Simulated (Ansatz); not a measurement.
Input of an Ansatz 0.2.0 run:

Contents of input.yaml:

```yaml
crystal:
  lattice:
    - [0.0, 2.9305, 2.9305]
    - [2.9305, 0.0, 2.9305]
    - [2.9305, 2.9305, 0.0]
  atoms:
    - { symbol: In, position: [0.0, 0.0, 0.0] }
    - { symbol: P, position: [0.75, 0.75, 0.75] }
hamiltonian:
  xc: pbesol
  pseudopotentials: { kind: paw }
kpoints:
  mp_grid: { grid: [8, 8, 8] }
scf:
  occupations: { method: gaussian, width: 0.05 }
output:
  forces: true
  stress: true
  eigenvalues: true
```

Potentials or basis: Ansatz PAW.

Command:

```sh
$ ansatz run input.yaml --threads 2 --pin off --max-ram 5632MiB --backend cpu --events-out ev --progress --plain --runs-dir out
```

Problem. Estimate the band gap on the k mesh.

Solution. 0.62 eV, direct.

Problem. Estimate the pressure.

Solution. 0.6 GPa.

Caveat: spin-orbit coupling is left out, which moves the levels of the heavy elements; the PAW data sets come from PBE, with cores solved anew for the run's functional, which leaves a small shift of forces and pressure.

**Experimental background.**

From a printed reference work, data compilation, for a bulk crystal of InP at 1.6 K: band gap 1.4236 eV (direct).

Measured gap of InP: 1.4236 eV (direct; 1.6 K; a printed reference work, data compilation). This calculation gives 0.62 eV (-0.81 eV). Spin-orbit coupling on In is left out. The value is that of PBEsol, without temperature or zero-point motion. Semilocal functionals fall short of measured gaps as a rule.
